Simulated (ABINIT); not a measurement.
SiC (Moissanite):

```
CELL_PARAMETERS angstrom
3.07600 0.00000 0.00000
-1.53800 2.66389 0.00000
0.00000 0.00000 5.04800
ATOMIC_POSITIONS crystal
Si 0.66667 0.33333 0.50000
Si 0.33333 0.66667 0.00000
C 0.66667 0.33333 0.88500
C 0.33333 0.66667 0.38500
```

Base run:

```yaml
Program: ABINIT 10.8.3 (patched build)
Functional: LDA
Potentials_or_basis: PseudoDojo NC SR LDA v0.4.1 standard
Cutoff: 1007 eV
k_mesh: 8 × 8 × 4
Occupations: fermi-dirac, width 0.05 eV
Spin: no spin polarisation
```

Its results: band gap on the k mesh 2.48 eV, indirect (least direct gap 4.00 eV); pressure -4.8 GPa; largest force 0.728 eV/Å.

Question: The run is repeated on the same cell with these changes: functional from LDA to PBE; potentials or basis from PseudoDojo NC SR LDA v0.4.1 standard to PseudoDojo NC SR PBE v0.4.1 standard. What comes out?

Answer: Band gap on the k mesh 2.59 eV, indirect (least direct gap 4.09 eV); pressure 3.4 GPa; largest force 0.757 eV/Å.

A k mesh can miss the band edges.
